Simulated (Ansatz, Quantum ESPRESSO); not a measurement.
Cost and result for the electronic dielectric constant of CuI

**What was measured.** The electronic dielectric constant of CuI (Marshite) (F-43m) is reported as 4.84 (a printed reference work). The runs below try to reproduce it.

The structure is cubic, space group F-43m (No. 216). Conventional cell: a = 6.063 Å, b = 6.063 Å, c = 6.063 Å, α = 90.00°, β = 90.00°, γ = 90.00°. I (site symmetry -43m) is surrounded by 4 Cu at 2.63 Å. Cu (site symmetry -43m) is surrounded by 4 I at 2.63 Å.

```tsv
rung	level	program and potentials	cutoff (eV)	k mesh	task	core time	chip	electronic dielectric constant	miss	notes
LDA	LDA	Ansatz, Ansatz PAW	420	8 × 8 × 8	Born charges and dielectric tensor	2.5 min	Intel Xeon Skylake/Cascade Lake	6.68	+38.0 %	potentials made for PBE, which Ansatz adapts in part; 18 valence electrons an atom on average
GGA + U (6.2 eV)	PBE+U (Cu d U = 6.2 eV, fll (the default))	Ansatz, Ansatz PAW (files of its older set among them)	700	8 × 8 × 8	Born charges and dielectric tensor	3 min	Arm Neoverse V1	5.37	+11.0 %	18 valence electrons an atom on average
LDA	LDA	Ansatz, Ansatz PAW	420	6 × 6 × 6	phonons	3.1 min	Intel Xeon Skylake/Cascade Lake	6.68	+38.0 %	potentials made for PBE, which Ansatz adapts in part; 18 valence electrons an atom on average
GGA	PBE	Quantum ESPRESSO, GBRV 1.5 PBE	762	6 × 6 × 6, shifted	dielectric tensor	15 min	Intel Xeon Skylake/Cascade Lake	6.39	+32.0 %	13 valence electrons an atom on average
GGA	WC	Quantum ESPRESSO, GBRV 1.5 PBE	762	6 × 6 × 6, shifted	dielectric tensor	16 min	Intel Xeon Skylake/Cascade Lake	6.66	+37.6 %	potentials made for PBE; 13 valence electrons an atom on average
LDA	LDA	Quantum ESPRESSO, GBRV 1.5 LDA	762	6 × 6 × 6, shifted	dielectric tensor	16 min	Intel Xeon Skylake/Cascade Lake	6.69	+38.2 %	13 valence electrons an atom on average
GGA	BLYP	Quantum ESPRESSO, GBRV 1.5 PBE	762	6 × 6 × 6, shifted	dielectric tensor	17 min	Intel Xeon Skylake/Cascade Lake	6.23	+28.7 %	potentials made for PBE; 13 valence electrons an atom on average
```

Times are single runs on shared hosts and different chips, so they are rough; meshes, cutoffs and the tasks' sizes weigh on the time. All rows: no spin polarisation. The cell comes from a database and isn't always the measured one. Meshes differ between rows, which moves values too. All levels ran on this one cell, unrelaxed unless noted. Meshes are those of the run's cell of 2 atoms unless a note names another. Ansatz refines the mesh for the field response beyond the one shown. Misses use the values as printed. Runs on faulty files, with rough fits or with known faults for this quantity aren't shown. No row holds spin-orbit coupling.

By rung: LDA 6.68 to 6.69; GGA + U (6.2 eV) 5.37; GGA 6.23 to 6.66. Measured: 4.84 (a printed reference work). Closest is PBE+U, with the U typed (+11.0 %). The runs are for a static lattice, while measurements hold temperature and zero-point motion.
